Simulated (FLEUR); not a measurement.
# ZrSe2 under changes of volume

One of the cells (25.784 Å³/atom); the others are scaled copies at fixed shape and fractional positions:

```
Zr Se
1.0
     3.79800    0.00000    0.00000
    -1.89900    3.28916    0.00000
     0.00000    0.00000    6.19200
Zr Se
1 2
Direct
  0.00000 0.00000 0.00000
  0.66667 0.33333 0.75000
  0.33333 0.66667 0.25000
```

```yaml
Program: FLEUR MaX-R8.1 (later development tree)
Functional: PBE
Potentials_or_basis: all-electron
Basis: FLAPW
Kmax: 3.97 1/bohr
k_mesh: 8 × 8 × 5
Occupations: fermi-dirac, width 0.05 eV
Spin: no spin polarisation
```

```tsv
volume (Å³/atom)	energy over the lowest point (meV/atom)	gap on the mesh (eV)
24.237	48.54	0.34
24.753	27.24	0.36
25.268	12.56	0.39
25.784	3.58	0.41
26.300	0.00	0.43
26.815	1.16	0.45
27.331	?	?
```

Problem. What does the run at 27.331 Å³/atom give?

Solution. Energy over the lowest point 7.13 meV/atom; gap on the mesh 0.47 eV.

Worked out: A Birch-Murnaghan fit of order 3 (a polynomial in V^(-2/3)) to the other rows has its minimum at 26.42 Å³/atom with B0 = V·E''(V) = 74 GPa and B' = 4.2 at fixed shape and positions, which overstates the stiffness. It gives 6.65 meV/atom at 27.331 Å³/atom, against the run's 7.13. A straight line through the other rows of the gap, of slope 1.1 eV per unit of ln V, extrapolates to 0.47 eV, against the run's 0.47.

Energies are extrapolated to zero smearing.

Caveats: the plane-wave cutoff is short for the semicore states, which can make moduli rough; an odd mesh through Γ misses points on the zone boundary, where band edges often lie; this functional lacks dispersion, which binds the layers, so the pressure and a relaxed spacing across them are unreliable. Spin-orbit coupling on Se, Zr is left out.
